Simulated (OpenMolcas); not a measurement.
C2H2Cl2 (cis-1,2-Dichloroethene): the vertical ionisation energy from total energies

C2H2Cl2 has 6 atoms, charge 0, and is taken as a singlet. As SMILES, `Cl/C=C\Cl`. Geometry: relaxed at PBE0-D4/def2-TZVP.

Both states at this one shape; open shells run unrestricted unless said. 1 Eh = 27.2114 eV.

```tsv
level	program	singlet C2H2Cl2 (Eh)	doublet [C2H2Cl2]+ (Eh)	HOMO of the first (eV)
PW91/6-311++G(2d,2p)	OpenMolcas	-997.783808	-997.436984	-6.30
M06-L/6-311+G**	OpenMolcas	-997.800991	-997.451856	-6.43
TPSS/6-311+G**	OpenMolcas	-997.884216	-997.538329	-6.32
BHLYP/6-311+G**	OpenMolcas	-997.774248	-997.419096	-8.48
```

Task: Work out the vertical ionisation energy at each level.

Result: 
1. PW91/6-311++G(2d,2p): -997.436984 − (-997.783808) = 0.346824 Eh = 9.44 eV; −ε(HOMO) = 6.30 eV.
2. M06-L/6-311+G**: -997.451856 − (-997.800991) = 0.349135 Eh = 9.50 eV; −ε(HOMO) = 6.43 eV.
3. TPSS/6-311+G**: -997.538329 − (-997.884216) = 0.345887 Eh = 9.41 eV; −ε(HOMO) = 6.32 eV.
4. BHLYP/6-311+G**: -997.419096 − (-997.774248) = 0.355152 Eh = 9.66 eV; −ε(HOMO) = 8.48 eV.

No measured value is set beside it here; the levels span 9.41 to 9.66 eV. In semi-local functionals −ε(HOMO) lies far under the ionisation energy, a result of self-interaction, while the difference of totals does much better.
